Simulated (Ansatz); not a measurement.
Computed with Ansatz, DFT r2SCAN, scalar-relativistic, plane waves, PAW. All cells share a 500 eV cutoff and Γ-centred k meshes spaced at most 0.3 Å⁻¹ (0.19 for metals, 2π included).

Temperature and zero-point effects are left out. The comparison covers the computed candidates alone. Spin–orbit coupling is left out. No run is spin-polarised.

5 distinct structures were compared, and only named types are asked about.

**Question.** Which is lower for HfO2, the fluorite or the baddeleyite structure, and by how much?

**Answer.** The baddeleyite structure, by 81 meV/atom. It takes 11.5 Å³/atom against 10.8.

**Question.** Which is lower for HfO2, the baddeleyite or the rutile structure, and by how much?

**Answer.** The baddeleyite structure, by 41 meV/atom. It takes 11.5 Å³/atom against 12.6.

**Question.** Which is lower for HfO2, the tetragonal zirconia or the fluorite structure, and by how much?

**Answer.** The tetragonal zirconia structure, by 33 meV/atom. It takes 11.1 Å³/atom against 10.8.